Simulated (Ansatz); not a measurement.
# Si (Fm-3m): cell relaxations under several functionals, by script

The task is cell relaxations under several functionals, for Si (Fm-3m).

This is Si in the fcc structure; at room conditions it is diamond.

Computed with Ansatz 0.2.0 through its Python package. The levels of theory stand in the script.

### 1 The structure

Symmetry: Fm-3m, No. 225, cubic system. Conventional cell: a = 3.340 Å, b = 3.340 Å, c = 3.340 Å, α = 90.00°, β = 90.00°, γ = 90.00°. Si (site symmetry m-3m) has 12 Si at 2.36 Å as nearest neighbours.

The script holds or builds the structure itself.

### 2 The code

The input, lattice_si.py:

```python
# -*- coding: utf-8 -*-
"""Relaxed cell of Si under several functionals."""

import ansatz as az
import numpy as np

def edges_and_angles(cell):
    cell = np.asarray(cell)
    a, b, c = np.linalg.norm(cell, axis=1)
    cosines = cell[1] @ cell[2] / (b * c), cell[0] @ cell[2] / (a * c), cell[0] @ cell[1] / (a * b)
    return (a, b, c, *np.degrees(np.arccos(cosines)))

lattice = az.Lattice.of(
    [0.0, 1.67, 1.67],
    [1.67, 0.0, 1.67],
    [1.67, 1.67, 0.0],
)
sites = [
    ("Si", [0.0, 0.0, 0.0]),
]
xtal = az.Crystal(lattice=lattice)
for symbol, position in sites:
    xtal = xtal.atom(symbol, position)

calculation = (
    xtal.calculation()
    .occupations(az.OccupationsMethod.FERMI_DIRAC, width=0.15)  # smearing steadies the SCF of a metal
    .basis(450)
    .kpoints(17)  # the mesh must be finer for metals
    .relax(cell=True, force_tolerance=0.005, max_steps=60)  # relax until the tolerances are met
)

levels = [("pbe", "d4"), ("rpbe", "none"), ("lda", "none"), ("revpbe", "d3bj")]
print("level            a       b       c    alpha   beta  gamma  V/atom  steps")
for name, dispersion in levels:
    seen = []
    run = calculation.functional(name, dispersion=dispersion).session().plan()
    done = run.execute(on_event=lambda e: seen.append(e) if e["event"] == "relax_step" else None)
    cell = done.lattice.cell_ang
    label = name if dispersion == "none" else f"{name}+{dispersion}"
    print("{:13s} {:7.4f} {:7.4f} {:7.4f} {:6.2f} {:6.2f} {:6.2f}".format(label, *edges_and_angles(cell)), f"{abs(np.linalg.det(cell)) / len(done.lattice.sites):7.3f} {len(seen):5d}")
```

### 3 What the engine is handed

The package turns the script's settings into the engine's input (first run):

```yaml
crystal:
  lattice:
    - [0.0, 1.67, 1.67]
    - [1.67, 0.0, 1.67]
    - [1.67, 1.67, 0.0]
  atoms:
    - { symbol: Si, position: [0.0, 0.0, 0.0] }
basis:
  ecutwfc: 450.0
kpoints:
  mp_grid:
    grid: [17, 17, 17]
hamiltonian:
  xc: pbe
  dispersion: d4
scf:
  occupations:
    method: fermi_dirac
    width: 0.15
relax:
  f_tol: 0.005
  max_steps: 60
  cell: {}
```

### 4 Launch

Command:

```sh
> python lattice_si.py
```

The log of the run:

```text
level            a       b       c    alpha   beta  gamma  V/atom  steps
pbe+d4         2.6878  2.6878  2.6878  60.00  60.00  60.00  13.730     9
rpbe           2.7493  2.7493  2.7493  60.00  60.00  60.00  14.695     9
lda            2.7013  2.7013  2.7013  60.00  60.00  60.00  13.938     9
revpbe+d3bj    2.6431  2.6431  2.6431  60.00  60.00  60.00  13.057     9
```

Run time: 30 s. Hardware: 1 thread of Arm Neoverse V2, shared host; peak memory 0.36 GiB.

A comment line of the script is reworded here; the code is as run.

### 5 Run by run

The 4 runs, in the order started:

```
run  functional  dispersion  energy (eV/atom)  final volume (Å³/atom)  SCF cycles in all  CPU time (s)
  1         pbe          d4         -635.7441                   13.73                 38           9.3
  2        rpbe        none         -638.3497                   14.69                 39             7
  3         lda        none         -608.2144                   13.94                 37           6.7
  4      revpbe        d3bj         -638.3670                   13.06                 37           6.6
```

Energies are free energies F = E - TS of the smeared occupations. Totals under unlike functionals or potentials can't be compared directly.

### 6 The relaxation of run 1, step by step

Step by step:

| step | energy from step 1 (eV/cell) | largest force component (eV/Å) | pressure (GPa) | volume (Å³) |
| --- | --- | --- | --- | --- |
| 1 | 0.0000 | 0.0000 | 85.30 | 9.31 |
| 2 | -0.4644 | 0.0000 | 45.30 | 10.49 |
| 3 | -0.7485 | 0.0000 | 16.54 | 12.03 |
| 4 | -0.8177 | 0.0000 | 4.32 | 13.14 |
| 5 | -0.8247 | 0.0000 | 0.18 | 13.67 |
| 6 | -0.8248 | 0.0000 | 0.00 | 13.69 |
| 7 | -0.8278 | 0.0000 | 0.26 | 13.69 |
| 8 | -0.8279 | 0.0000 | 0.01 | 13.73 |
| 9 | -0.8279 | 0.0000 | 0.01 | 13.73 |

Step 1 is the start. Steps 7, 9 each repeat the geometry before them on a plane-wave basis chosen anew, so the energy can jump there without any move.

Lengths and angles in the start's conventional setting:

|  | before | after | change |
| --- | --- | --- | --- |
| a (Å) | 3.340 | 3.801 | +13.8 % |
| b (Å) | 3.340 | 3.801 | +13.8 % |
| c (Å) | 3.340 | 3.801 | +13.8 % |
| volume (Å³/atom) | 9.31 | 13.73 | +47.4 % |
| shortest distance (Å) | 2.362 | 2.688 | +13.8 % |
| space group (0.01 Å) | Fm-3m | Fm-3m | same |

The run keeps the 48 symmetry operations of the start, so it could not have lowered the symmetry.

### 7 Path of the relaxation of run 4

Relaxation path:

```csv
step,energy from step 1 (eV/cell),largest force component (eV/Å),pressure (GPa),volume (Å³)
1,0.0000,0.0000,74.47,9.31
2,-0.3569,0.0000,40.52,10.34
3,-0.5967,0.0000,12.10,11.88
4,-0.6357,0.0000,1.71,12.84
5,-0.6367,0.0000,0.05,13.03
6,-0.6367,0.0000,0.00,13.03
7,-0.6386,0.0000,0.19,13.03
8,-0.6387,0.0000,0.00,13.06
9,-0.6387,0.0000,0.00,13.06
```

Step 1 is the start. Steps 7, 9 each repeat the geometry before them on a plane-wave basis chosen anew, so the energy can jump there without any move.

Lengths and angles in the start's conventional setting:

|  | before | after | change |
| --- | --- | --- | --- |
| a (Å) | 3.340 | 3.738 | +11.9 % |
| b (Å) | 3.340 | 3.738 | +11.9 % |
| c (Å) | 3.340 | 3.738 | +11.9 % |
| volume (Å³/atom) | 9.31 | 13.06 | +40.2 % |
| shortest distance (Å) | 2.362 | 2.643 | +11.9 % |
| space group (0.01 Å) | Fm-3m | Fm-3m | same |

Forces and stress were held to the start's 48 operations: a distortion of lower symmetry was not tested.

### 8 Summary of results

```
      quantity                                        value
 runs compared                                            4
relaxed volume  13.06 (revpbe d3bj) to 14.69 Å³/atom (rpbe)
```

**Reading.** From smallest to largest: revPBE+D3BJ (13.06 Å³ an atom, +40.2 % against the start), PBE+D4 (13.73 Å³ an atom, +47.4 % against the start), LDA (13.94 Å³ an atom, +49.6 % against the start) and RPBE (14.69 Å³ an atom, +57.8 % against the start). The spread is 12.5 % in volume. In run 1, over 6 moves the cell grew by 47.4 % in volume, and the space group stayed Fm-3m. In run 4, the volume grew by 40.2 % over 6 moves, and the space group stayed Fm-3m. What to keep in mind:
- Edges and angles that the script prints are those of the cell as typed, here a primitive one.
- This isn't the structure that Si takes at ambient conditions.
